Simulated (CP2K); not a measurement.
# HfO2 under changes of volume

One of the cells (11.152 Å³/atom); the others are scaled copies at fixed shape and fractional positions:

```
Hf O
1.0
     3.61685    0.00000    0.00000
     1.80843    3.13229    0.00000
     1.80843    1.04410    2.95315
Hf O
1 2
Direct
  0.00000 0.00000 0.00000
  0.75000 0.75000 0.75000
  0.25000 0.25000 0.25000
```

Measurements of this composition are mostly on another form, of space group No. 14.

```yaml
Program: CP2K 2026.2
Functional: LDA
Potentials_or_basis: GTH_POTENTIALS Hf GTH-PADE-q12, O GTH-PADE-q6; TZVP-MOLOPT-PBE-GTH basis
Density_cutoff: 8163 eV
k_mesh: 9 × 9 × 9
Occupations: fermi-dirac, width 0.0259 eV
Spin: no spin polarisation
```

| volume (Å³/atom) | energy over the lowest point (meV/atom) | pressure (GPa) | gap on the mesh (eV) |
| --- | --- | --- | --- |
| 10.483 | 0.00 | -23.2 | 3.88 |
| 10.706 | 33.65 | -25.6 | 3.83 |
| 10.929 | 70.95 | -28.0 | 3.78 |
| 11.152 | 111.51 | -30.3 | 3.73 |
| 11.375 | 155.26 | -32.5 | 3.68 |
| 11.598 | 202.06 | -34.7 | 3.64 |
| 11.821 | ? | ? | ? |

Problem. What does the run at 11.821 Å³/atom give?

Solution. Energy over the lowest point 251.53 meV/atom; pressure -36.7 GPa; gap on the mesh 3.59 eV.

Worked out: A Birch-Murnaghan fit of order 3 (a polynomial in V^(-2/3)) to the other rows has no minimum within the range. It gives 251.65 meV/atom at 11.821 Å³/atom, against the run's 251.53, and -dE/dV = -36.6 GPa, against -36.7. A straight line through the other rows of the gap, of slope -2.4 eV per unit of ln V, extrapolates to 3.59 eV, against the run's 3.59.

Energies are extrapolated to zero smearing.

Caveats: spin-orbit coupling is left out, which moves the levels of the heavy elements; an odd mesh through Γ misses points on the zone boundary, where band edges often lie; the basis of atomic orbitals isn't converged, which shifts pressures, moduli and gaps.
